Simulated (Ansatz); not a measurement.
Crystal: Zr, diamond type, 2 atoms in the cell.

Theory: PBE, plane waves, PAW datasets (generated soft set 1) (Ansatz 0.2.0 development build).

Cutoff 420 eV; k-mesh 30×30×30 Γ-centred; Fermi–Dirac smearing of 0.0612 eV; no spin polarisation.

The fit to the energies gives V₀ = 30.946 Å³/atom (a₀ = 6.279 Å), B₀ = 36.2 GPa, B₀′ = 3.09.

(1) What pressure does the program print at V = 32.834 Å³/atom, and how far above the lowest computed point (V = 30.976 Å³/atom) does the energy lie?

## Answers

(1) -1.94 GPa and 12.01 meV/atom. All points:

| V (Å³/atom) | a (Å) | E − E(min) (meV/atom) | P (GPa) |
| --- | --- | --- | --- |
| 29.117 | 6.1529 | 13.27 | 2.41 |
| 29.737 | 6.1962 | 5.66 | 1.54 |
| 30.356 | 6.2390 | 1.31 | 0.72 |
| 30.976 | 6.2811 | 0.00 | -0.04 |
| 31.595 | 6.3227 | 1.51 | -0.73 |
| 32.215 | 6.3638 | 5.59 | -1.37 |
| 32.834 | 6.4043 | 12.01 | -1.94 |

The stress includes the program's correction for the finite plane-wave basis.

This cubic structure is a model: it isn't the usual form of the substance at ambient conditions, and such phases are metastable or hypothetical. Spin polarisation is left out, and a magnetic state may lie lower.
